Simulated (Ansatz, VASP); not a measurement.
## Cross-check of CdS (Greenockite) between VASP and Ansatz

Wanted: the spread between two codes on one cell, functional and k mesh.

Main program and level: Ansatz 0.2.0; plane waves, with VASP 6.6.1 beside it; band structure at LDA, band structure at LDA, spin-orbit coupling and band structure at r2SCAN, spin-orbit coupling.

The database entry behind the starting cell differs from later determinations by our own check (about 0.35 % long), so it need not match the best structure at ambient conditions.

## (1) The starting structure

It takes space group P6_3mc (No. 186, hexagonal). The conventional cell has a = 4.150 Å, b = 4.150 Å, c = 6.737 Å, α = 90.00°, β = 90.00°, γ = 120.00°. Nearest to Cd lie 4 S at 2.53 to 2.54 Å. S has 4 Cd at 2.53 to 2.54 Å nearest. Farther neighbours and most contacts between anions are not listed.

## (2) Ansatz: band structure, LDA

Ansatz runs on its default PAW (the set named soft_2) files.

Levels along a path test the potential and the projectors away from the mesh points.

input.yaml

```yaml
crystal:
  lattice:
    - [4.15, 0.0, 0.0]
    - [-2.075, 3.5940054257, 0.0]
    - [0.0, 0.0, 6.737]
  atoms:
    - { symbol: Cd, position: [0.6666666667, 0.3333333333, 0.5] }
    - { symbol: Cd, position: [0.3333333333, 0.6666666667, 0.0] }
    - { symbol: S, position: [0.6666666667, 0.3333333333, 0.875] }
    - { symbol: S, position: [0.3333333333, 0.6666666667, 0.375] }
hamiltonian:
  xc: lda
  pseudopotentials: { kind: paw }
kpoints:
  mp_grid: { grid: [6, 6, 4] }
  band_path:
    path:
      - [0.0, 0.0, 0.0]
      - [0.16667, 0.0, 0.0]
      - [0.33333, 0.0, 0.0]
      - [0.5, 0.0, 0.0]
      - [0.46296, 0.07407, 0.0]
      - [0.40741, 0.18519, 0.0]
      - [0.35185, 0.2963, 0.0]
      - [0.2963, 0.2963, 0.0]
      - [0.18519, 0.18519, 0.0]
      - [0.07407, 0.07407, 0.0]
      - [0.0, 0.0, 0.0]
      - [0.0, 0.0, 0.16667]
      - [0.0, 0.0, 0.33333]
      - [0.0, 0.0, 0.5]
      - [0.11111, 0.0, 0.5]
      - [0.33333, 0.0, 0.5]
      - [0.5, 0.0, 0.5]
      - [0.46296, 0.07407, 0.5]
      - [0.40741, 0.18519, 0.5]
      - [0.35185, 0.2963, 0.5]
      - [0.2963, 0.2963, 0.5]
      - [0.18519, 0.18519, 0.5]
      - [0.07407, 0.07407, 0.5]
      - [0.5, 0.0, 0.5]
      - [0.5, 0.0, 0.33333]
      - [0.5, 0.0, 0.16667]
      - [0.5, 0.0, 0.0]
      - [0.33333, 0.33333, 0.11111]
      - [0.33333, 0.33333, 0.27778]
      - [0.33333, 0.33333, 0.5]
    npoints: 1
scf:
  occupations: { method: gaussian, width: 0.03 }
  n_extra_bands: 8
output:
  forces: true
  stress: true
  eigenvalues: true
```

Run with:

```bash
ansatz run input.yaml --threads 2 --pin off --max-ram 4608MiB --backend cpu --events-out ev --progress --plain --runs-dir out
```

Numbers of over 12 decimals in the logs are rounded to 6 here.

What it wrote:

```text
scf.n_extra_bands = 8 over 26 filled bands (N_el = 52.0): the run solves 34 bands
Engine: ansatz 0.2.0, aarch64-unknown-linux-gnu
Pseudopotentials: kind: paw
Pseudopotential: Cd, paw, valence charge 20, recommended cutoff 420 eV (normal), Cd.paw.azcp
Pseudopotential: S, paw, valence charge 6, recommended cutoff 420 eV (normal), S.paw.azcp
Functional definition: SPW92
  exchange = slater_x
  correlation = pw_c
Crystal: 4 atoms, lattice volume = 100.483 Å³
Basis set: ecut = 420 eV, 1973 PW (Γ)
Bands: 34, of which v1, the nominal top of the filled ones, is band 26 counted from 1 (25 counted from 0)
Symmetry: 12 space group operations
Space group: P63mc (ITA 186), of the structure as read, at distance tolerance 4.6e-5 Å
k-points: 21 of 144 (time reversal used)
Non-local potential: Cd, projectors of the file, l = 0: 3, l = 1: 2, l = 2: 2, l = 3: 1
Non-local potential: S, projectors of the file, l = 0: 2, l = 1: 2, l = 2: 2
PAW form: soft (Blöchl's): semilocal exchange-correlation on the pseudo side does not see the compensation charge
PAW frozen core: Cd, regenerated for the run's functional, and the local potential with it (the file was generated under x = pbe(κ = 0.804, μ = 0.219515), c = pbe(β = 0.066725))
PAW frozen core: S, regenerated for the run's functional, and the local potential with it (the file was generated under x = pbe(κ = 0.804, μ = 0.219515), c = pbe(β = 0.066725))
PAW one-centre angular grid: Cd, 590 points (default); XC on 64 Gauss nodes
PAW one-centre angular grid: S, 110 points (default); XC on 64 Gauss nodes
Initial density: superposition of atomic densities (neutral atoms: chi_scale 0, normalization atom), corrected by the library's trained network
Initial wavefunctions: pseudopotential atomic-orbital guess
Functional: x = slater, c = lda
SCF iter   1: F=—  HF=-17977.260341 eV  |F-HF|=—  |Δ(HF+E_count)|=         —  Δρ=8.27e-3  dr2=6.82e-2  ethr=1.77e-3  ⟨swp⟩=6.2  Hψ=2925  notcnv=0  defer=6
preconditioner: auto → Resta (q_TF=auto, 2.445 Å⁻¹)  ε∞=4.4  [insulator: Δε(μ)=0.812 eV  Ē_g=12.084 eV  σ=0.030 eV  W_gap=1.00  n_scr=22 (ndim 8)  ℏωp=22.2 eV  f_vac=0.131  D(μ)=0.00/eV (n_scr^D=0)  ε∞_Penn≈4.4]
SCF iter   2: F=—  HF=-17977.241853 eV  |F-HF|=—  |Δ(HF+E_count)|=   1.85e-2  Δρ=3.37e-3  dr2=1.21e-2  ethr=1.31e-4  ⟨swp⟩=3.0  Hψ=1342  notcnv=0  defer=65
SCF iter   3: F=—  HF=-17977.238297 eV  |F-HF|=—  |Δ(HF+E_count)|=   3.56e-3  Δρ=9.47e-4  dr2=7.78e-4  ethr=2.33e-5  ⟨swp⟩=2.0  Hψ=762  notcnv=0  defer=65
SCF iter   4: F=—  HF=-17977.238161 eV  |F-HF|=—  |Δ(HF+E_count)|=   1.36e-4  Δρ=2.65e-4  dr2=9.04e-5  ethr=1.50e-6  ⟨swp⟩=2.6  Hψ=1067  notcnv=0  defer=65
SCF iter   5: F=—  HF=-17977.238182 eV  |F-HF|=—  |Δ(HF+E_count)|=   2.07e-5  Δρ=7.41e-5  dr2=6.90e-6  ethr=1.74e-7  ⟨swp⟩=2.8  Hψ=1138  notcnv=0  defer=65
SCF iter   6: F=—  HF=-17977.238186 eV  |F-HF|=—  |Δ(HF+E_count)|=   3.96e-6  Δρ=1.21e-5  dr2=2.41e-7  ethr=1.33e-8  ⟨swp⟩=2.0  Hψ=724  notcnv=0  defer=65
SCF iter   7: F=-17977.238186 eV  HF=-17977.238186 eV  |F-HF|=3.49e-9  |Δ(HF+E_count)|=   1.62e-7  Δρ=3.02e-6  dr2=1.01e-8  ethr=1.92e-10  ⟨swp⟩=8.6  Hψ=2821  notcnv=0
SCF 1 converged in 7 iterations: F = -17977.238186 eV  dr2 = 1.01e-8
  greatest PAW one-centre occupation: 1.000 electrons in one spin orbital (limit 2), on the Cd atom at site 1 (counted from 0), in its partial waves of l = 0
NSCF: frozen V_eff on 30 k-points
SCF converged after 7 iterations
Free energy (F): -17977.238186 eV
Harris-Foulkes:  -17977.238186 eV  (|F-HF|=3.49e-9)
Internal energy: -17977.238186 eV  (E = F + TS)
E sigma→0 (E₀):  -17977.238186 eV
Fermi energy:    6.906649 eV
--- Per-component energies (eV) ---
  E_band       = -1034.797016
  E_kinetic    = 1222.978613
  E_local      = -8083.220275  (includes V_loc(G=0)·N_el)
  E_nonlocal   = 140.962815
  E_hartree    = 3697.755095
  E_xc         = -542.384418
  E_vxc        = -616.758934  (∫ρ·V_xc dr)
  E_paw        = -9032.777349  (= ΣΔE_a)
  E_vpaw       = -1094.267184  (= ΣTr[D̂ρ^β])
  E_aug_tail   = 0.000026  (compensation charges beyond the density's cutoff)
  E_ewald      = -5382.392226
  E_core_change = 1.839533  (= ΣΔE_core)
  E_smearing   = -0.000000  (= −TS)
  E_closure    = -0.000000  (closes the sum)
  Σ components = -17977.238186   (vs F -17977.238186, Δ=0.00e0)
--- Forces (eV/Å), atoms counted from 1 ---
  atom   1  Cd     0.00000000    -0.00000000    -0.06058531
  atom   2  Cd    -0.00000000     0.00000000    -0.06058531
  atom   3  S      0.00000000    -0.00000000     0.06059097
  atom   4  S      0.00000000     0.00000000     0.06059097
  max |Σ_I F_I| component: 1.13e-5 eV/Å
--- Stress (GPa, compression-positive) ---
       -3.303948       0.000000      -0.000000
       -0.000000      -3.303948      -0.000000
       -0.000000      -0.000000      -2.742089
  P = ⅓ Tr σ = -3.1167 GPa (-31.167 kbar)
--- Band table (eV; the first three rows and the last of 21) ---
  k-point 0: bands = [... 22 lower, 5.6779, 6.4042, 6.4512, 6.4512, 7.3614, 8.9905, 12.7178, 12.7178, ... 4 higher]
  k-point 1: bands = [... 22 lower, 5.7843, 5.7843, 6.3304, 6.3304, 8.3072, 9.0644, 12.5455, 12.7921, ... 4 higher]
  k-point 2: bands = [... 22 lower, 6.0501, 6.0501, 6.0501, 6.0501, 9.0530, 9.0530, 12.4016, 12.4016, ... 4 higher]
  k-point 20: bands = [... 22 lower, 4.0051, 4.0051, 5.3246, 5.3246, 10.6231, 10.6231, 12.3138, 12.3138, ... 4 higher]
```

It took 5.5 s on 2 threads of Arm Neoverse V1, shared host; peak memory 0.34 GiB.

The column dr2 measures how far the density is from self-consistency, as an energy; F and HF (Harris–Foulkes) agree once it is small.

## (3) VASP: band structure, LDA

The same cell, functional (in two slightly different forms), mesh and smearing now go to VASP, with its own data sets and cutoff.

Lines of VASP's logs that name or quote its potential files are left out, and so is its time.

INCAR

```
SYSTEM = CdS
PREC = Accurate
ENCUT = 350
EDIFF = 1E-06
NELM = 100
ISMEAR = 0
SIGMA = 0.03
LREAL = .FALSE.
ALGO = Normal
GGA = CA
NBANDS = 32
LORBIT = 11
LWAVE = .FALSE.
LCHARG = .FALSE.
KPAR = 4
```

POSCAR

```
CdS
1.0
    4.1500000000      0.0000000000      0.0000000000
   -2.0750000000      3.5940054257      0.0000000000
    0.0000000000      0.0000000000      6.7370000000
Cd S
2 2
Direct
    0.6666666667      0.3333333333      0.5000000000
    0.3333333333      0.6666666667      0.0000000000
    0.6666666667      0.3333333333      0.8750000000
    0.3333333333      0.6666666667      0.3750000000
```

KPOINTS

```
Automatic mesh
0
Gamma
6 6 4
0 0 0
```

KPOINTS_OPT

```
Line mode
10
Line-mode
Reciprocal
  0.00000000   0.00000000   0.00000000 GAMMA
  0.50000000   0.00000000   0.00000000 M

  0.50000000   0.00000000   0.00000000 M
  0.33333333   0.33333333   0.00000000 K

  0.33333333   0.33333333   0.00000000 K
  0.00000000   0.00000000   0.00000000 GAMMA

  0.00000000   0.00000000   0.00000000 GAMMA
  0.00000000   0.00000000   0.50000000 A

  0.00000000   0.00000000   0.50000000 A
  0.50000000   0.00000000   0.50000000 L

  0.50000000   0.00000000   0.50000000 L
  0.33333333   0.33333333   0.50000000 H

  0.33333333   0.33333333   0.50000000 H
  0.00000000   0.00000000   0.50000000 A

  0.50000000   0.00000000   0.50000000 L
  0.50000000   0.00000000   0.00000000 M

  0.33333333   0.33333333   0.00000000 K
  0.33333333   0.33333333   0.50000000 H
```

The projector-augmented-wave data sets are Cd and S (LDA family, release 64).

Run with:

```bash
mpirun -np 4 vasp_std
```

What it wrote:

```text
[banner, memory and clock lines left out]
running    4 mpi-ranks, on    1 nodes
 distrk:  each k-point on    1 cores,    4 groups
 distr:  one band on    1 cores,    1 groups

 POSCAR found type information on POSCAR CdS
 POSCAR found :  2 types and       4 ions
 LDA part: xc-table for (Slater(with rela. corr.)+CA(PZ))
 , standard interpolation
 POSCAR, INCAR and KPOINTS ok, starting setup
 FFT: planning ... GRIDC
 FFT: planning ... GRID_SOFT
 FFT: planning ... GRID
 WAVECAR not read
 entering main loop
       N       E                     dE             d eps       ncg     rms          rms(c)
DAV:   1     0.198540330365E+03    0.19854E+03   -0.13660E+04  1360   0.755E+02
DAV:   2    -0.605239705437E+01   -0.20459E+03   -0.19565E+03  1568   0.240E+02
DAV:   3    -0.157316050161E+02   -0.96792E+01   -0.96314E+01  1632   0.540E+01
DAV:   4    -0.158053563132E+02   -0.73751E-01   -0.73739E-01  1520   0.460E+00
DAV:   5    -0.158064148140E+02   -0.10585E-02   -0.10585E-02  1648   0.521E-01    0.113E+01
DAV:   6    -0.148277925434E+02    0.97862E+00   -0.12867E+00  1872   0.113E+01    0.893E+00
DAV:   7    -0.147835104088E+02    0.44282E-01   -0.47754E-01  1640   0.331E+00    0.357E+00
DAV:   8    -0.147723049427E+02    0.11205E-01   -0.56521E-02  1520   0.194E+00    0.414E-01
DAV:   9    -0.147712021951E+02    0.11027E-02   -0.74157E-03  1592   0.951E-01    0.959E-02
DAV:  10    -0.147711022063E+02    0.99989E-04   -0.52850E-04  1536   0.230E-01    0.776E-02
DAV:  11    -0.147711476173E+02   -0.45411E-04   -0.22541E-04  1584   0.951E-02    0.281E-02
DAV:  12    -0.147711218061E+02    0.25811E-04   -0.71987E-05  1592   0.791E-02    0.141E-02
DAV:  13    -0.147711233405E+02   -0.15344E-05   -0.14109E-05  1568   0.152E-02    0.140E-02
DAV:  14    -0.147711228291E+02    0.51132E-06   -0.73183E-07   816   0.499E-03
   1 F= -.14771123E+02 E0= -.14771123E+02  d E =-.373182E-21
 Start KPOINTS_OPT (optional k-point list driver)
k-point batch [1-21\90]
       N       E                     dE             ncg
DAV:   1     0.509090298589E+03   -0.13646E+05     1368
DAV:   2    -0.365025404982E+04   -0.41593E+04     1552
DAV:   3    -0.383746070500E+04   -0.18721E+03     1624
DAV:   4    -0.383883932928E+04   -0.13786E+01     1504
DAV:   5    -0.383885835741E+04   -0.19028E-01     1688
DAV:   6    -0.383885871007E+04   -0.35266E-03     1528
DAV:   7    -0.383885871801E+04   -0.79376E-05     1704
DAV:   8    -0.383885871818E+04   -0.17125E-06     1096
[...]
k-point batch [85-90\90]
       N       E                     dE             ncg
DAV:   1     0.130640606900E+05   -0.57370E+04      384
DAV:   2     0.119128969007E+05   -0.11512E+04      432
DAV:   3     0.118640004229E+05   -0.48896E+02      464
DAV:   4     0.118636661270E+05   -0.33430E+00      456
DAV:   5     0.118636616338E+05   -0.44932E-02      472
DAV:   6     0.118636615513E+05   -0.82460E-04      440
DAV:   7     0.118636615496E+05   -0.17239E-05      464
DAV:   8     0.118636615496E+05   -0.32747E-07      376
```

Parts of OUTCAR (step 3):

```text
ion  position               nearest neighbor table
   1  0.667  0.333  0.500-   3 2.53   4 2.54   4 2.54   4 2.54
   2  0.333  0.667  0.000-   4 2.53   3 2.54   3 2.54   3 2.54
   3  0.667  0.333  0.875-   1 2.53   2 2.54   2 2.54   2 2.54
   4  0.333  0.667  0.375-   2 2.53   1 2.54   1 2.54   1 2.54

  LATTYP: Found a hexagonal cell.
 ALAT       =     4.1500000000
 C/A-ratio  =     1.6233734940

 Subroutine GETGRP returns: Found 12 space group operations
 (whereof  6 operations were pure point group operations)

The static configuration has the point symmetry C_3v.
 The point group associated with its full space group is C_6v.

 Found     21 irreducible k-points:

   k-points           NKPTS =     21   k-points in BZ     NKDIM =     21   number of bands    NBANDS=     32

   dimension x,y,z NGX =    28 NGY =   28 NGZ =   42
   dimension x,y,z NGXF=    56 NGYF=   56 NGZF=   84

   ENCUT  =  350.0 eV  25.72 Ry    5.07 a.u.   6.33  6.33 10.28*2*pi/ulx,y,z

   NELECT =      36.0000    total number of electrons

 k-points in reciprocal lattice and weights: Automatic mesh
   0.00000000  0.00000000  0.00000000       0.007
   0.16666667 -0.00000000  0.00000000       0.042
   0.33333333  0.00000000  0.00000000       0.042
   0.50000000 -0.00000000  0.00000000       0.021
   0.16666667  0.16666667  0.00000000       0.042
   0.33333333  0.16666667  0.00000000       0.083
   0.33333333  0.33333333  0.00000000       0.014
   0.00000000  0.00000000  0.25000000       0.014
   0.16666667 -0.00000000  0.25000000       0.083
[...]
0.33333333  0.16666667  0.50000000       0.083
   0.33333333  0.33333333  0.50000000       0.014

 average (electrostatic) potential at core
       1 -40.1826       2 -40.1826       3 -89.9179       4 -89.9179

 E-fermi :   1.2130

 k-point     1 :       0.0000    0.0000    0.0000
  band No.  band energies     occupation
    ...
     14       0.2446      2.00000
     15       0.2446      2.00000
     16       0.9747      2.00000
     17       1.0210      2.00000
     18       1.0210      2.00000
     19       1.9542      0.00000
     20       3.5774      0.00000
     21       7.3013      0.00000
     22       7.3013      0.00000
     23       7.6415      0.00000
    ...

 k-point     2 :       0.1667   -0.0000    0.0000
  band No.  band energies     occupation
    ...
     14      -0.7486      2.00000
     15      -0.2391      2.00000
     16      -0.0742      2.00000
     17       0.7675      2.00000
     18       0.8345      2.00000
     19       3.1570      0.00000
     20       4.4629      0.00000
     21       6.5661      0.00000
     22       7.6505      0.00000
     23       7.6639      0.00000
    ...

 k-point     3 :       0.3333    0.0000    0.0000
  band No.  band energies     occupation
    ...
     14      -1.9929      2.00000
     15      -1.5584      2.00000
     16      -0.6243      2.00000
     17       0.1738      2.00000
     18       0.4596      2.00000
     19       4.2395      0.00000
     20       4.8062      0.00000
     21       6.1858      0.00000
     22       7.0269      0.00000
     23       7.9115      0.00000
    ...

  Total       -2.0424687     -2.0424687     -1.6725653      0.0000000      0.0000000      0.0000000
  in kB      -32.5666142    -32.5666142    -26.6686045      0.0000000      0.0000000      0.0000000
  external PRESSURE =     -30.6006110 kB  Pullay stress =       0.0000000 kB

  energy-cutoff  :      350.00
  volume of cell :      100.48
      direct lattice vectors                 reciprocal lattice vectors
     4.150000000  0.000000000  0.000000000     0.240963855  0.139120547  0.000000000
    -2.075000000  3.594005426  0.000000000     0.000000000  0.278241094  0.000000000
     0.000000000  0.000000000  6.737000000     0.000000000  0.000000000  0.148434021

 POSITION                                       TOTAL-FORCE (eV/Angst)
 -----------------------------------------------------------------------------------
      2.07500      1.19800      3.36850         0.000000      0.000000     -0.062665
     -0.00000      2.39600      0.00000        -0.000000      0.000000     -0.062665
      2.07500      1.19800      5.89487        -0.000000      0.000000      0.062665
     -0.00000      2.39600      2.52637         0.000000     -0.000000      0.062665
 -----------------------------------------------------------------------------------
    total drift:                               -0.000000      0.000000     -0.000677

  FREE ENERGIE OF THE ION-ELECTRON SYSTEM (eV)
  ---------------------------------------------------
  free  energy   TOTEN  =       -14.7711228291 eV

  energy  without entropy=      -14.7711228291  energy(sigma->0) =      -14.77112283

 total charge
# of ion       s       p       d       tot
------------------------------------------
    1        0.438   0.326   9.536  10.301
    2        0.438   0.326   9.536  10.301
    3        1.324   2.369   0.000   3.692
    4        1.324   2.369   0.000   3.692
--------------------------------------------------
tot          3.524   5.389  19.073  27.986

[... 3 further parts left out ...]
```

The run ends at a pressure of -3.06 GPa, with forces up to 0.063 eV/Å.

## (4) Comparison

Known differences besides the potentials themselves: the two LDA forms differ slightly; the data sets hold 52 valence electrons in Ansatz (default PAW (the set named soft_2) files) and 36 in VASP; the cutoff is 420 eV in Ansatz and 350 eV in VASP; VASP's log shows a relativistic correction to its local exchange, Ansatz's none. Total energies have different zeros and are not compared.

Compared:

```csv
quantity,Ansatz,VASP,difference
pressure (GPa),-3.12,-3.06,-0.06
gap over the path points (eV),0.910,0.933,-0.023
```

Forces (eV/Å; atoms numbered as in POSCAR):

```csv
atom,"Ansatz x, y, z","VASP x, y, z"
Cd1,"0.000, 0.000, -0.061","0.000, 0.000, -0.063"
Cd2,"0.000, 0.000, -0.061","0.000, 0.000, -0.063"
S3,"0.000, 0.000, 0.061","0.000, 0.000, 0.063"
S4,"0.000, 0.000, 0.061","0.000, 0.000, 0.063"
```

Levels at points of the path, from each program's valence-band top (eV; 4 filled, then empty):

```csv
k (reciprocal lattice),Ansatz,VASP
0.000 0.000 0.000,-0.77 -0.05 0.00 0.00 0.91 2.54 6.27,-0.78 -0.05 0.00 0.00 0.93 2.56 6.28
0.167 0.000 0.000,-1.26 -1.09 -0.25 -0.19 2.12 3.42 5.53,-1.26 -1.09 -0.25 -0.19 2.14 3.44 5.54
0.333 0.000 0.000,-2.57 -1.64 -0.84 -0.56 3.20 3.77 5.15,-2.58 -1.65 -0.85 -0.56 3.22 3.79 5.17
0.500 0.000 0.000,-2.69 -1.89 -1.33 -0.74 3.48 3.65 4.90,-2.69 -1.89 -1.33 -0.74 3.51 3.66 4.90
0.463 0.074 0.000,-2.67 -1.99 -1.35 -0.86 3.64 3.86 4.86,-2.68 -2.00 -1.36 -0.86 3.66 3.87 4.86
0.407 0.185 0.000,-2.78 -2.21 -1.50 -1.29 4.21 4.62 4.68,-2.79 -2.22 -1.51 -1.29 4.24 4.65 4.68
0.352 0.296 0.000,-3.09 -2.00 -1.76 -1.61 4.43 4.79 4.96,-3.11 -2.00 -1.77 -1.62 4.43 4.83 4.99
0.296 0.296 0.000,-3.00 -2.14 -1.61 -1.56 4.48 4.66 5.00,-3.01 -2.15 -1.62 -1.56 4.48 4.69 5.03
0.185 0.185 0.000,-2.58 -1.89 -0.81 -0.76 3.44 4.49 5.37,-2.59 -1.90 -0.81 -0.76 3.46 4.52 5.38
0.074 0.074 0.000,-1.08 -0.83 -0.17 -0.13 1.79 3.16 5.76,-1.08 -0.83 -0.17 -0.13 1.81 3.18 5.77
```

The forces differ by 1.2 meV/Å r.m.s., which is 3.3 % of the r.m.s. force of 0.04 eV/Å (both taken over all components). Among the levels compared at these points, filled levels agree within 13 meV and empty ones within 34 meV. Ansatz's pressure holds a Pulay correction of 0.02 GPa; VASP's holds none.

[end of part 1 of 3]

[Lines on the potential files, build, host, timing and source positions are cut from VASP's logs without a mark.]

[Logs are printed without paths, hosts, clocks, repeated set-up lines and the standing remarks that a program may print on its own settings, such as how far it seeks lower states.]

[Hosts, paths, dates, database ids (printed as entryN), source tags and the programs' standing remarks are cut or masked in the printed files.]
